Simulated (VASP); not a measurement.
# C (P6_3/mmc) in VASP: further runs

Runs on C. Level: r2SCAN. Tasks: single point.

Everything below comes from runs of VASP 6.6.1. Logs are shortened: lines on timing, memory, paths and dates and some standing lists are left out, and cuts for length are marked.

## 1. The structure

It takes space group P6_3/mmc (No. 194, hexagonal). The conventional cell has a = 2.456 Å, b = 2.456 Å, c = 7.029 Å, α = 90.00°, β = 90.00°, γ = 120.00°. C (site symmetry -6m2) is surrounded by 3 C at 1.42 Å. Around C (site symmetry -6m2) lie 3 C at 1.42 Å.

## 2. Single point, r2SCAN

The input, POSCAR:

```
C
1.0
    2.4559042426      0.0000000000      0.0000000000
   -1.2279521213      2.1268754634      0.0000000000
    0.0000000000      0.0000000000      7.0293592622
C
4
Direct
    0.0000000000      0.0000000000      0.2500000000
    0.0000000000      0.0000000000      0.7500000000
    0.3333333333      0.6666666667      0.2500000000
    0.6666666667      0.3333333333      0.7500000000
```

The input, INCAR.step1:

```
SYSTEM = C
PREC     = Accurate       ! precision mode
ENCUT    = 520            ! plane-wave cutoff, eV
ISMEAR   = -1             ! smearing method
SIGMA    = 0.05           ! smearing width, eV
LREAL    = .False.        ! projectors in reciprocal space
LASPH    = .True.         ! aspherical terms in the spheres
NELM     = 100            ! most SCF steps
NBANDS   = 16             ! bands
GGA      = PE             ! functional
ALGO     = Normal         ! electronic algorithm
EDIFF    = 1E-4           ! SCF threshold, eV
LWAVE    = .True.         ! write WAVECAR
LCHARG   = .False.        ! write CHGCAR
```

The input, INCAR.step2:

```
SYSTEM = C
PREC     = Accurate       ! precision mode
ENCUT    = 520            ! plane-wave cutoff, eV
EDIFF    = 1E-6           ! SCF threshold, eV
ISMEAR   = -1             ! smearing method
SIGMA    = 0.05           ! smearing width, eV
LREAL    = .False.        ! projectors in reciprocal space
LASPH    = .True.         ! aspherical terms in the spheres
NELM     = 100            ! most SCF steps
ALGO     = Normal         ! electronic algorithm
ISIF     = 2              ! what is computed and relaxed
LWAVE    = .False.        ! write WAVECAR
LCHARG   = .False.        ! write CHGCAR
METAGGA  = R2SCAN         ! meta-GGA
LMIXTAU  = .True.       
NBANDS   = 16             ! bands
ISTART   = 1
```

The input, KPOINTS:

```
regular mesh
0
Gamma
  15 15 5
  0 0 0
```

Potentials or basis: VASP PAW PBE potentials, release 64 (C).

Run with:

```sh
cat potpaw_PBE.64/C/POTCAR > POTCAR
cp INCAR.step1 INCAR
mpirun -np 1 vasp_std > vasp.out
cp INCAR.step2 INCAR
mpirun -np 1 vasp_std > vasp.out
```

OUTCAR:

```text
SYSTEM = C
   PREC = Accurate
   ENCUT = 520
   EDIFF = 1E-6
   ISMEAR = -1
   LREAL = .False.
   LASPH = .True.
   NELM = 100
   ISIF = 2
   METAGGA = R2SCAN
   ISTART = 1

 ion  position               nearest neighbor table
   1  0.000  0.000  0.250-   3 1.42   3 1.42   3 1.42
   2  0.000  0.000  0.750-   4 1.42   4 1.42   4 1.42
   3  0.333  0.667  0.250-   1 1.42   1 1.42   1 1.42
   4  0.667  0.333  0.750-   2 1.42   2 1.42   2 1.42

  LATTYP: Found a hexagonal cell.
 ALAT       =     2.4559042426
 C/A-ratio  =     2.8622285594

  Lattice vectors:

 A1 = (   2.4559042426,   0.0000000000,   0.0000000000)
 A2 = (  -1.2279521213,   2.1268754634,   0.0000000000)
 A3 = (   0.0000000000,   0.0000000000,   7.0293592622)

Analysis of symmetry for initial positions (statically):
=====================================================================
 Subroutine PRICEL returns:
 Original cell was already a primitive cell.

 Routine SETGRP: Setting up the symmetry group for a
 hexagonal supercell.

 Subroutine GETGRP returns: Found 24 space group operations
 (whereof 12 operations were pure point group operations)
 out of a pool of 24 trial point group operations.

The static configuration has the point symmetry D_3d.
 The point group associated with its full space group is D_6h.

Analysis of symmetry for dynamics (positions and initial velocities):
=====================================================================
 Subroutine PRICEL returns:
 Original cell was already a primitive cell.

 Routine SETGRP: Setting up the symmetry group for a
 hexagonal supercell.

 Subroutine GETGRP returns: Found 24 space group operations
 (whereof 12 operations were pure point group operations)
 out of a pool of 24 trial point group operations.

The dynamic configuration has the point symmetry D_3d.
 The point group associated with its full space group is D_6h.

 Subroutine INISYM returns: Found 24 space group operations
 (whereof 12 operations are pure point group operations),
 and found     1 'primitive' translations

----------------------------------------------------------------------------------------

                                     Primitive cell

  volume of cell :      36.7172

  direct lattice vectors                    reciprocal lattice vectors
     2.455904243  0.000000000  0.000000000     0.407181999  0.235086637  0.000000000
    -1.227952121  2.126875463  0.000000000     0.000000000  0.470173274  0.000000000
     0.000000000  0.000000000  7.029359262     0.000000000  0.000000000  0.142260477

  length of vectors
     2.455904243  2.455904243  7.029359262     0.470173274  0.470173274  0.142260477

  position of ions in fractional coordinates (direct lattice)
     0.000000000  0.000000000  0.250000000
     0.000000000  0.000000000  0.750000000
     0.333333333  0.666666667  0.250000000
     0.666666667  0.333333333  0.750000000

  ion indices of the primitive-cell ions
   primitive index   ion index
                 1           1
                 2           2
                 3           3
                 4           4

----------------------------------------------------------------------------------------

 KPOINTS: regular mesh

Automatic generation of k-mesh.
 Grid dimensions read from file:
 generate k-points for:   15   15    5

 Generating k-lattice:

  Cartesian coordinates                     Fractional coordinates (reciprocal lattice)
     0.027145467  0.015672442  0.000000000     0.066666667  0.000000000  0.000000000
     0.000000000  0.031344885  0.000000000     0.000000000  0.066666667  0.000000000
     0.000000000  0.000000000  0.028452095     0.000000000  0.000000000  0.200000000

  Length of vectors
     0.031344885  0.031344885  0.028452095

  Shift w.r.t. Gamma in fractional coordinates (k-lattice)
     0.000000000  0.000000000  0.000000000

 Subroutine IBZKPT returns following result:
 ===========================================

 Found     81 irreducible k-points:

 Following reciprocal coordinates:
            Coordinates               Weight
  0.000000  0.000000  0.000000      1.000000
  0.066667  0.000000  0.000000      6.000000
  0.133333  0.000000  0.000000      6.000000
  0.200000  0.000000  0.000000      6.000000
  0.266667  0.000000  0.000000      6.000000
  0.333333 -0.000000  0.000000      6.000000
[... 16 lines left out ...]
  0.333333  0.200000  0.000000     12.000000
  0.400000  0.200000  0.000000      6.000000
 [... further k-points ...]
   k-points           NKPTS =     81   k-points in BZ     NKDIM =     81   number of bands    NBANDS=     16
   number of dos      NEDOS =    301   number of ions     NIONS =      4
   total plane-waves  NPLWV =  17496
   dimension x,y,z NGX =    18 NGY =   18 NGZ =   54
   dimension x,y,z NGXF=    36 NGYF=   36 NGZF=  108
   ions per type =               4
   NGX,Y,Z   is equivalent  to a cutoff of  12.18, 12.18, 12.77 a.u.
   NGXF,Y,Z  is equivalent  to a cutoff of  24.37, 24.37, 25.54 a.u.
 SYSTEM =  C
   PREC   = accura    normal or accurate (medium, high low for compatibility)
   ISTART =      1    job   : 0-new  1-cont  2-samecut
   ICHARG =      0    charge: 1-file 2-atom 10-const
   ISPIN  =      1    spin polarized calculation?
   LNONCOLLINEAR =      F non collinear calculations
   LSORBIT =      F    spin-orbit coupling
   LASPH  =      T    aspherical Exc in radial PAW
   ENCUT  =  520.0 eV  38.22 Ry    6.18 a.u.   4.57  4.57 13.07*2*pi/ulx,y,z
   NELM   =    100;   NELMIN=  2; NELMDL=  0     # of ELM steps
   EDIFF  = 0.1E-05   stopping-criterion for ELM
   LREAL  =      F    real-space projection
   EDIFFG = 0.1E-04   stopping-criterion for IOM
   NSW    =      0    number of steps for IOM
   IBRION =     -1    ionic relax: 0-MD 1-quasi-New 2-CG
   NFREE  =      0    steps in history (QN), initial steepest desc. (CG)
   ISIF   =      2    stress and relaxation
   ISYM   =      2    0-nonsym 1-usesym 2-fastsym
   POTIM  = 0.5000    time-step for ionic-motion
   TEBEG  =    0.0;   TEEND  =   0.0 temperature during run
   PSTRESS=    0.0 pullay stress
   NELECT =      16.0000    total number of electrons
   NUPDOWN=      -1.0000    fix difference up-down
   EMIN   =  10.00;   EMAX   =-10.00  energy-range for DOS
   EFERMI =   0.00;   METHOD = LEGACY
   ISMEAR =    -1;   SIGMA  =   0.05  broadening in eV -4-tet -1-fermi 0-gaus
   EFERMI_NEDOS =   21; number of points for ismear=-14 and -15
   IALGO  =     38    algorithm
   IMIX   =      4    mixing-type and parameters
     AMIX     =   0.40;   BMIX     =  1.00
     AMIX_MAG =   1.60;   BMIX_MAG =  1.00
  volume/ion in A,a.u.               =       9.18        61.94
  Fermi-wavevector in a.u.,A,eV,Ry     =   1.241152  2.345438 20.959218  1.540459
  Thomas-Fermi vector in A             =   2.375562
   LORBIT       =      0    0 simple, 1 ext, 2 COOP (PROOUT), +10 PAW based schemes
   METAGGA = R2SCAN    functional components
   LHFCALC =     F    Hartree Fock is set to
   AEXX    =    0.0000 exact exchange contribution
   IVDW    =     0    specifies the selected vdW correction
   LEPSILON=     F    determine dielectric tensor
   LRPA    =     F    only Hartree local field effects (RPA)
 non-spin polarized calculation
  energy-cutoff  :      520.00
  volume of cell :       36.72
 maximum number of plane-waves:      1012
   NGX =  9   NGY =  9   NGZ = 27

 number of electron      15.9999995 magnetization

 Free energy of the ion-electron system (eV)
  ---------------------------------------------------
  ext. energy  EPLUGINS =         0.00000000
  ---------------------------------------------------
  free energy    TOTEN  =       -39.74993151 eV

  energy without entropy =      -39.74859298  energy(sigma->0) =      -39.74926225

 E-fermi :   4.2840     XC(G=0): -10.8116

 val. band max:        4.2804386224   @ k =   0.3333   0.3333   0.2000
 cond. band min:       4.2916543133   @ k =   0.3333   0.3333   0.4000
 fundamental gap:      0.0112156909
 Fermi energy:         4.2840110661

 k-point     1 :       0.0000    0.0000    0.0000
  band No.  band energies     occupation
      1     -16.6529      2.00000
      2     -16.4483      2.00000
      3      -4.5766      2.00000
      4      -2.9938      2.00000
      5       1.0753      2.00000
      6       1.0753      2.00000
[... 8 lines left out ...]
     15      16.7349      0.00000
     16      16.8956      0.00000

 k-point     2 :       0.0667    0.0000    0.0000
  band No.  band energies     occupation
      1     -16.5405      2.00000
      2     -16.3372      2.00000
      3      -4.4407      2.00000
      4      -2.8642      2.00000
      5       0.6120      2.00000
      6       0.6307      2.00000
[... 8 lines left out ...]
     15      16.3120      0.00000
     16      16.4943      0.00000

 k-point     3 :       0.1333    0.0000    0.0000
  band No.  band energies     occupation
      1     -16.2041      2.00000
      2     -16.0049      2.00000
      3      -4.0348      2.00000
      4      -2.4779      2.00000
      5      -0.6128      2.00000
      6      -0.5790      2.00000
[... 8 lines left out ...]
     15      15.1442      0.00000
     16      15.4052      0.00000

 k-point     4 :       0.2000    0.0000    0.0000
  band No.  band energies     occupation
      1     -15.6463      2.00000
      2     -15.4537      2.00000
      3      -3.3648      2.00000
      4      -2.2843      2.00000
      5      -2.2323      2.00000
      6      -1.8436      2.00000
[... 8 lines left out ...]
     15      16.7597      0.00000
     16      16.7926      0.00000

 k-point     5 :       0.2667    0.0000    0.0000
  band No.  band energies     occupation
      1     -14.8717      2.00000
      2     -14.6881      2.00000
      3      -4.1478      2.00000
      4      -4.0765      2.00000
      5      -2.4440      2.00000
      6      -1.2642      2.00000
[... 8 lines left out ...]
     15      19.0690      0.00000
     16      19.1002      0.00000

 k-point     6 :       0.3333   -0.0000    0.0000
  band No.  band energies     occupation
      1     -13.8889      2.00000
      2     -13.7169      2.00000
      3      -6.0404      2.00000
      4      -5.9506      2.00000
      5      -1.8734      2.00000
      6      -1.8396      2.00000
[... 8 lines left out ...]
     15      20.0461      0.00000
     16      21.5253      0.00000
[... 267 lines left out ...]
 k-point    21 :       0.2000    0.2000    0.0000
  band No.  band energies     occupation
      1     -13.6742      2.00000
      2     -13.5047      2.00000
      3      -5.3011      2.00000
      4      -5.2585      2.00000
      5      -3.6509      2.00000
      6      -3.6193      2.00000
[... 8 lines left out ...]
     15      16.9094      0.00000
     16      17.1166      0.00000

 k-point    22 :       0.2667    0.2000    0.0000
  band No.  band energies     occupation
      1     -12.6115      2.00000
      2     -12.4550      2.00000
      3      -6.6824      2.00000
      4      -6.6126      2.00000
      5      -4.5315      2.00000
      6      -4.4811      2.00000
[... 8 lines left out ...]
     15      17.6932      0.00000
     16      18.1938      0.00000

 k-point    23 :       0.3333    0.2000    0.0000
  band No.  band energies     occupation
      1     -11.3934      2.00000
      2     -11.2554      2.00000
      3      -8.2004      2.00000
      4      -8.1059      2.00000
      5      -4.9968      2.00000
      6      -4.9326      2.00000
[... 8 lines left out ...]
     15      17.2563      0.00000
     16      17.7576      0.00000

 k-point    24 :       0.4000    0.2000    0.0000
  band No.  band energies     occupation
      1     -10.4065      2.00000
      2     -10.3349      2.00000
      3      -9.2449      2.00000
      4      -9.2000      2.00000
      5      -5.1416      2.00000
      6      -5.0738      2.00000
[... 8 lines left out ...]
     15      16.6952      0.00000
     16      16.8412      0.00000

 [... further k-points ...]
[... 5 lines left out ...]
  --------------------------------------------------------------------------------------
  -------------------------------------------------------------------------------------
  Total        0.2346625      0.2346625     -0.0165967      0.0000000     -0.0000000      0.0000000
  in kB       10.2396502     10.2396502     -0.7242088      0.0000000     -0.0000000      0.0000000
  external PRESSURE =       6.5850305 kB  Pullay stress =       0.0000000 kB

 VOLUME and BASIS-vectors are now :
 -----------------------------------------------------------------------------
  energy-cutoff  :      520.00
  volume of cell :       36.72
      direct lattice vectors                 reciprocal lattice vectors
     2.455904243  0.000000000  0.000000000     0.407181999  0.235086637  0.000000000
    -1.227952121  2.126875463  0.000000000     0.000000000  0.470173274  0.000000000
     0.000000000  0.000000000  7.029359262     0.000000000  0.000000000  0.142260477

 POSITION                                       TOTAL-FORCE (eV/Angst)
 -----------------------------------------------------------------------------------
      0.00000      0.00000      1.75734        -0.000000      0.000000      0.000000
      0.00000      0.00000      5.27202         0.000000      0.000000      0.000000
     -0.00000      1.41792      1.75734         0.000000      0.000000     -0.000000
      1.22795      0.70896      5.27202        -0.000000     -0.000000     -0.000000
 -----------------------------------------------------------------------------------
    total drift:                                0.000000     -0.000000      0.000000

  FREE ENERGIE OF THE ION-ELECTRON SYSTEM (eV)
  ---------------------------------------------------
  free  energy   TOTEN  =       -39.7499315129 eV

  energy  without entropy=      -39.7485929774  energy(sigma->0) =      -39.74926225
```

Wall time 86 s (1 thread of Intel Xeon Platinum 8559C (Emerald Rapids), shared host); peak memory 0.16 GiB.

What came out:

```
Free energy            : -39.7499 eV
Pressure               : 0.7 GPa
Band gap on the k mesh : none (metal or under the smearing width)
```

Caveat: the PAW data sets were made with another functional, which shifts forces and pressure a little.

## 3. Single point, r2SCAN

POSCAR is that of step 2.

The input, INCAR.step1:

```
SYSTEM = C
ALGO     = Normal         ! electronic algorithm
EDIFF    = 1E-4           ! SCF threshold, eV
ENCUT    = 520            ! plane-wave cutoff, eV
GGA      = PE             ! functional
ISMEAR   = -1             ! smearing method
LASPH    = .TRUE.         ! aspherical terms in the spheres
LCHARG   = .FALSE.        ! write CHGCAR
LREAL    = .FALSE.        ! projectors in reciprocal space
LWAVE    = .TRUE.         ! write WAVECAR
NBANDS   = 16             ! bands
NELM     = 100            ! most SCF steps
PREC     = Accurate       ! precision mode
SIGMA    = 0.05           ! smearing width, eV
```

The input, INCAR.step2:

```
SYSTEM = C
ALGO     = Normal         ! electronic algorithm
EDIFF    = 1E-6           ! SCF threshold, eV
ENCUT    = 520            ! plane-wave cutoff, eV
ISIF     = 2              ! what is computed and relaxed
ISMEAR   = -1             ! smearing method
ISTART   = 1            
LASPH    = .TRUE.         ! aspherical terms in the spheres
LCHARG   = .FALSE.        ! write CHGCAR
LMIXTAU  = .TRUE.       
LREAL    = .FALSE.        ! projectors in reciprocal space
LWAVE    = .FALSE.        ! write WAVECAR
METAGGA  = R2SCAN         ! meta-GGA
NBANDS   = 16             ! bands
NELM     = 100            ! most SCF steps
PREC     = Accurate       ! precision mode
SIGMA    = 0.05           ! smearing width, eV
```

The input, KPOINTS:

```
k-points
0
G
  15 15 5
  0 0 0
```

Potentials or basis: VASP PAW PBE potentials, release 64 (C).

Run with:

```sh
cat potpaw_PBE.64/C/POTCAR > POTCAR
cp INCAR.step1 INCAR
mpirun -np 1 vasp_std > vasp.out
cp INCAR.step2 INCAR
mpirun -np 1 vasp_std > vasp.out
```

Run time: 86 s. Hardware: 1 thread of Intel Xeon Platinum 8559C (Emerald Rapids), shared host; peak memory 0.16 GiB.

It converged, with:

```yaml
Free_energy: -39.7499 eV
Pressure: 0.7 GPa
Band_gap_on_the_k_mesh: none (metal or under the smearing width)
```

Stress tensor (GPa, compression positive):
```
 1.02  0.00  0.00
 0.00  1.02  0.00
 0.00  0.00 -0.07
```

Levels at points of the mesh, in eV from the Fermi level:
| k point | band 4 | band 5 | band 6 | band 7 | band 8 | band 9 | band 10 | band 11 | band 12 | band 13 |
| --- | --- | --- | --- | --- | --- | --- | --- | --- | --- | --- |
| (0.00, 0.00, 0.00) | -7.28 | -3.21 | -3.21 | -3.20 | -3.20 | 4.04 | 8.72 | 8.72 | 8.76 | 8.76 |

Caveat: the PAW data sets were made with another functional, which shifts forces and pressure a little.
